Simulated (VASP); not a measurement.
Wanted: the native input for a VASP 6.6.1 run.

| Quantity | Value |
| --- | --- |
| Task | single point |
| Functional | PBE |
| Potentials or basis | VASP PAW PBE potentials, release 64 (Zn, O) |
| Cutoff | 520 eV |
| k mesh | 9 × 9 × 6 |
| Occupations | gaussian, width 0.02 eV |
| Spin | no spin polarisation |
| Dipole correction | no |
| Further INCAR settings | ALGO = Normal; EDIFF = 1e-06; NBANDS = 26 |

The structure of ZnO lies in POSCAR:

```
ZnO
1.0
    3.2794040732      0.0000002892      0.0000000000
   -1.6397022871      2.8400470921      0.0000000000
    0.0000000000      0.0000000000      5.2939354207
Zn O
2 2
Direct
    0.0000000000      0.0000000000     -0.0020291492
    0.3333333333      0.6666666667      0.4979708508
    0.0000000000      0.0000000000      0.3770291492
    0.3333333333      0.6666666667      0.8770291492
```

The cell was built by a generator and needn't be a form met in nature.

These files were run (other wordings do the same):

INCAR

```
PREC     = Accurate       # precision mode
ENCUT    = 520            # plane-wave cutoff, eV
EDIFF    = 1E-6           # SCF threshold, eV
ISMEAR   = 0              # smearing method
SIGMA    = 0.02           # smearing width, eV
LREAL    = False          # projectors in reciprocal space
LASPH    = True           # aspherical terms in the spheres
NELM     = 100            # most SCF steps
ALGO     = Normal         # electronic algorithm
ISIF     = 2              # what is computed and relaxed
LWAVE    = False          # write WAVECAR
LCHARG   = False          # write CHGCAR
GGA      = PE             # functional
NBANDS   = 26             # bands
```

KPOINTS

```
Automatic mesh
0
Gamma
  9 9 6
```

Potentials or basis: VASP PAW PBE potentials, release 64 (Zn, O).

Command:

```console
$ cat potpaw_PBE.64/Zn/POTCAR potpaw_PBE.64/O/POTCAR > POTCAR
$ mpirun -np 1 vasp_std > vasp.out
```

It gave:

```
Pressure               : 0.9 GPa
Band gap on the k mesh : 0.73 eV, direct
```

Wall time 30 s on 1 thread of Intel(R) Xeon(R) Platinum 8488C (Sapphire Rapids) (shared host), peak memory 0.19 GiB.
